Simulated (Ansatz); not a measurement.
Elements on the sites of an ideal diamond lattice, at a guessed lattice constant:

```
CELL_PARAMETERS angstrom
-4.07101 -4.07101 0.00000
0.00000 4.07101 4.07101
-4.07101 4.07101 -4.07101
ATOMIC_POSITIONS crystal
C 0.50000 0.00000 0.00000
C 0.00000 0.00000 0.00000
C 0.83333 0.16667 0.66667
C 0.33333 0.16667 0.66667
C 0.66667 0.33333 0.33333
C 0.16667 0.33333 0.33333
C 0.50000 0.50000 0.00000
C 0.00000 0.50000 0.00000
C 0.83333 0.66667 0.66667
C 0.33333 0.66667 0.66667
C 0.66667 0.83333 0.33333
C 0.16667 0.83333 0.33333
C 0.66667 0.33333 0.58333
C 0.16667 0.33333 0.58333
C 0.50000 0.50000 0.25000
C 0.33333 0.66667 0.91667
C 0.66667 0.83333 0.58333
C 0.50000 0.00000 0.25000
Si 0.33333 0.16667 0.91667
Si 0.83333 0.16667 0.91667
Si 0.00000 0.50000 0.25000
Si 0.83333 0.66667 0.91667
Si 0.16667 0.83333 0.58333
Si 0.00000 0.00000 0.25000
```

Cell and atoms were relaxed without symmetry on coarser meshes and computed once more. Computed with DFT PBEsol, scalar-relativistic, plane waves, PAW in Ansatz 0.2.0.

Plane waves to 420 eV, a k mesh through Γ of 7×7×5 on the computed 24-atom cell and Gaussian smearing (0.02 eV); no spin polarisation.

The relaxation ran on 3×3×2 (shifted) k points with a smearing of 0.1 eV, from sites shaken by 0.02 Å.

Question: What does the relaxation give?

Answer: A volume of 7.95 Å³/atom and a gap on the mesh of 0.97 eV. It lies 0.36 eV/atom above the elements' standard states (static lattices, no corrections for gases). The atoms leave their sites by 0.16 Å (root mean square) and 0.27 Å at most, and the cell stretches by up to 1.0 % at fixed volume.

```xyz
24
Lattice="-4.0342 -3.9995 0.0241 0.0030 3.9724 3.9892 -3.9645 3.9539 -3.9737" Properties=species:S:1:pos:R:3 pbc="T T T"
C    -2.0489    1.9690    3.8084
C    -7.9647    3.9146    0.0494
C    -5.8121   -0.1181   -1.8723
C    -4.0137    1.9766   -1.7969
C    -3.8906    0.0448   -0.0184
C    -2.2161    2.0308   -0.0067
C    -2.0879    0.2243    1.9188
C    -4.0437    5.7854   -1.8572
C    -5.7329    1.9221    0.0670
C    -4.1194    3.9166   -0.0861
C    -3.9275    2.0711    1.8928
C    -2.1069    3.8552    2.0953
C    -4.8441    0.9339   -0.8900
C    -3.0766    2.9404   -0.9320
C    -3.0129    1.0872    0.9652
C    -5.0721    4.9280   -1.0316
C    -4.8836    2.9390    1.0068
C    -2.9856    2.9551    2.9544
Si   -5.0325    2.9738   -2.9774
Si   -6.9205    0.9114   -2.9166
Si   -0.9969    2.9620    1.0006
Si   -6.9242    2.9273   -0.9819
Si   -3.0025    4.9589    0.9935
Si   -5.0602   -2.9562   -1.0009
```

The gap is read on a mesh, which can miss the band edges, so it can be too wide.

Cost: 2 runs of about 6.8 core-minutes in all (earlier runs that led there not counted), on Arm Neoverse V2 (shared hosts).